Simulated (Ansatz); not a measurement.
# Worked example: vertical energy of the triplet above the singlet of C2H2Cl2 (cis-1,2-Dichloroethene)

C2H2Cl2 has 6 atoms, charge 0, and is taken as a singlet. As SMILES, `Cl/C=C\Cl`. The coordinates come from a PBE0-D4/def2-TZVP relaxation.

Both states at this one shape; open shells run unrestricted unless said. 1 Eh = 27.2114 eV.

```tsv
level	program	singlet C2H2Cl2 (Eh)	triplet C2H2Cl2 (Eh)
PBE/6-311+G**	Ansatz	-997.353139	-997.203868
B3LYP/6-31G* (spherical functions)	Ansatz	-997.769274	-997.618150
B3LYP/6-311+G**	Ansatz	-997.858897	-997.709624
CCSD(T)/6-311+G**, 12 core orbitals frozen	Ansatz	-996.518220	-996.360572
```

Question: Work out the vertical gap, second state less first, at each level.

Answer: 
1. PBE/6-311+G**: -997.203868 − (-997.353139) = 0.149271 Eh = 4.06 eV.
2. B3LYP/6-31G* (spherical functions): -997.618150 − (-997.769274) = 0.151124 Eh = 4.11 eV.
3. B3LYP/6-311+G**: -997.709624 − (-997.858897) = 0.149273 Eh = 4.06 eV.
4. CCSD(T)/6-311+G**: -996.360572 − (-996.518220) = 0.157648 Eh = 4.29 eV.

No measured value is set beside it here; the levels span 4.06 to 4.29 eV.
